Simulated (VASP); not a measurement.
Set up this calculation in VASP 6.6.1, as the native input.

* Task: relaxation of cell and atoms
* Functional: PBEsol
* Potentials or basis: VASP PAW PBE potentials, release 64 (Ti_sv, O)
* Cutoff: 600 eV
* k mesh: 10 × 10 × 10
* Occupations: gaussian, width 0.03 eV
* Spin: no spin polarisation
* Further INCAR settings: ALGO = Normal; EDIFF = 1e-06; IBRION = 2; EDIFFG = -0.01; NSW = 90; ISIF = 3

The structure of TiO2 (Anatase) lies in POSCAR:

```
TiO2
1.0
   -1.8921000000      1.8921000000      4.7573000000
    1.8921000000     -1.8921000000      4.7573000000
    1.8921000000      1.8921000000     -4.7573000000
Ti O
2 4
Direct
    0.0000000000      0.0000000000      0.0000000000
    0.7500000000      0.2500000000      0.5000000000
    0.2081000000      0.2081000000      0.0000000000
    0.9581000000      0.4581000000      0.5000000000
    0.5419000000      0.0419000000      0.5000000000
    0.7919000000      0.7919000000      0.0000000000
```

These files were run (other wordings do the same):

INCAR

```
PREC = Accurate ; ENCUT = 600
EDIFF = 1E-6 ; ISMEAR = 0
SIGMA = 0.03 ; LREAL = False
LASPH = True ; NELM = 80
ALGO = Normal ; ISIF = 3
LWAVE = False ; LCHARG = False
GGA = PS ; IBRION = 2
NSW = 90 ; EDIFFG = -0.01
KPAR = 2
```

KPOINTS

```
Automatic mesh
0
Gamma
  10 10 10
```

Potentials or basis: VASP PAW PBE potentials, release 64 (Ti_sv, O).

Run with:

```console
$ cat potpaw_PBE.64/Ti_sv/POTCAR potpaw_PBE.64/O/POTCAR > POTCAR
$ mpirun -np 2 vasp_std > vasp.out
```

Results of the run:

```json
{
  "Relaxed volume": "11.33 Å³/atom",
  "Relaxed cell": "a = 5.473 Å, b = 5.473 Å, c = 5.473 Å, α = 139.69°, β = 139.69°, γ = 58.33°",
  "Space group after relaxing (to 0.05 Å)": "I4_1/amd (No. 141)",
  "Energy gained by relaxing": "0.2 meV/atom",
  "Ionic steps": "12",
  "Pressure after relaxing": "0.0 GPa",
  "Band gap on the k mesh": "2.09 eV, indirect (least direct gap 2.42 eV)"
}
```

Caveat: the PAW data sets were made with another functional, which shifts forces and pressure a little.

Wall time 13 min on 2 MPI ranks on AMD EPYC 9R45 96-Core Processor (Zen 5), on a shared host, peak memory 0.45 GiB a rank.
